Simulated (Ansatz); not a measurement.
# MoS2: band gap under strain

How does strain move the band edges of a free-standing 2H monolayer of MoS2, and do the functionals agree on it? States: no strain; +2.0 % equal strain in all in-plane directions; -2.0 % equal strain in all in-plane directions.

Code: Ansatz 0.2.0. PAW datasets, plane waves. (Simulation; spin polarisation is off.)

## Step 1: The structure to begin with

The unstrained cell was relaxed with r2SCAN; in each strained cell the atoms were relaxed again with r2SCAN. Names of k-points are those of the unstrained zone, where strain can split equivalent points. First state: no strain.

The sheet's in-plane cell has a = 3.184 Å, b = 3.184 Å (γ = 120.0°), and its outermost atoms lie 3.10 Å apart along the normal. Around Mo lie 6 S at 2.41 Å; around S lie 3 Mo at 2.41 Å.

Coordinates:

```
CELL_PARAMETERS angstrom
3.18388 0.00000 0.00000
-1.59194 2.75732 0.00000
0.00000 0.00000 30.57252
ATOMIC_POSITIONS crystal
Mo 0.33333 0.66667 0.29438
S 0.66667 0.33333 0.34516
S 0.66667 0.33333 0.24360
```
The sheet repeats along a and b alone.

## Step 2: No strain: PBE

input.yaml reads:

```yaml
crystal:
  lattice:
    - [3.1838783405, 0.0, 0.0]
    - [-1.5919391702, 2.7573195254, 0.0]
    - [0.0, 0.0, 30.5725179208]
  atoms:
    - { symbol: Mo, position: [0.3333333333, 0.6666666667, 0.2943820337] }
    - { symbol: S, position: [0.6666666667, 0.3333333333, 0.3451609968] }
    - { symbol: S, position: [0.6666666667, 0.3333333333, 0.2436030705] }
  periodic: [true, true, false]
kpoints:
  mp_grid: { grid: [12, 12, 1] }
  band_path:
    path: [[0.0, 0.0, 0.0], [0.5, 0.0, 0.0], [0.3333333333, 0.3333333333, 0.0]]
    npoints: 1
hamiltonian:
  xc: pbe
scf:
  occupations: { method: fermi_dirac, width: 0.02 }
  n_extra_bands: 4
output:
  forces: true
  stress: true
  eigenvalues: true
```

Command:

```sh
$ ansatz run input.yaml --threads 4 --pin off --max-ram 5529MiB --backend cpu --events-out ev --progress --plain --runs-dir out
```

Further steps of the session: No strain: r2SCAN; No strain: HSE06; +2.0 % equal strain in all in-plane directions: PBE; +2.0 % equal strain in all in-plane directions: r2SCAN; +2.0 % equal strain in all in-plane directions: HSE06; -2.0 % equal strain in all in-plane directions: PBE; -2.0 % equal strain in all in-plane directions: r2SCAN; -2.0 % equal strain in all in-plane directions: HSE06.

What does the calculation give?

The runs gave:

Least gap in eV (negative: overlap), with the change from the unstrained cell in brackets:

```
                                         state  area change (%)           PBE        r2SCAN         HSE06
                                     no strain             +0.0          1.59          1.67          2.11
+2.0 % equal strain in all in-plane directions             +4.0  1.14 (-0.45)  1.21 (-0.46)  1.60 (-0.51)
-2.0 % equal strain in all in-plane directions             -4.0  1.89 (+0.30)  2.01 (+0.34)  2.40 (+0.29)
```

What this shows: The largest move of the HSE06 gap in the table is -0.502 eV, under +2.0 % equal strain in all in-plane directions. PBE and HSE06 differ by 0.51 eV on the unstrained gap, and by at most 0.05 eV on its change: the two disagree on the size of the gap but agree on its response to strain.
